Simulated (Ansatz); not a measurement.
BN under changes of volume

One of the cells (9.476 Å³/atom); the others are scaled copies at fixed shape and fractional positions:

```
N B
1.0
     0.00000    3.49532    2.16609
     1.25163    0.00000    2.16609
     1.25163    3.49532    0.00000
N B
1 1
Direct
  0.66665 0.66665 0.33335
  0.00005 0.00005 0.99995
```

Measurements of this composition are mostly on another form, of space group No. 194.

* Program: Ansatz 0.2.0
* Functional: PBEsol
* Potentials or basis: all-electron LAPW, scalar-relativistic
* Cutoff: 525 eV (chosen from the basis error)
* Basis error allowed: 0.001 eV/atom
* k mesh: 13 × 13 × 13
* Occupations: fermi-dirac, width 0.05 eV
* Spin: no spin polarisation

```csv
volume (Å³/atom),energy over the lowest point (meV/atom),pressure (GPa),gap on the mesh (eV),largest force (eV/Å)
8.908,29.05,16.6,3.83,0.013
9.097,12.96,10.7,3.82,0.012
9.287,3.47,5.4,3.81,0.011
9.476,0.00,0.5,3.80,0.010
9.666,?,?,?,?
9.855,9.05,-7.9,3.77,0.008
10.045,20.67,-11.6,3.76,0.007
```

Q: What does the run at 9.666 Å³/atom give?

A: Energy over the lowest point 2.02 meV/atom; pressure -3.9 GPa; gap on the mesh 3.78 eV; largest force 0.009 eV/Å.

Worked out: A Birch-Murnaghan fit of order 3 (a polynomial in V^(-2/3)) to the other rows has its minimum at 9.50 Å³/atom with B0 = V·E''(V) = 230 GPa and B' = 3.7 at fixed shape and positions, which overstates the stiffness. It gives 2.04 meV/atom at 9.666 Å³/atom, against the run's 2.02, and -dE/dV = -3.9 GPa, against -3.9. A straight line through the other rows of the gap, of slope -0.599 eV per unit of ln V, gives 3.78 eV, against the run's 3.78.

Energies are extrapolated to zero smearing.

Caveats: an odd mesh through Γ misses points on the zone boundary, where band edges often lie.
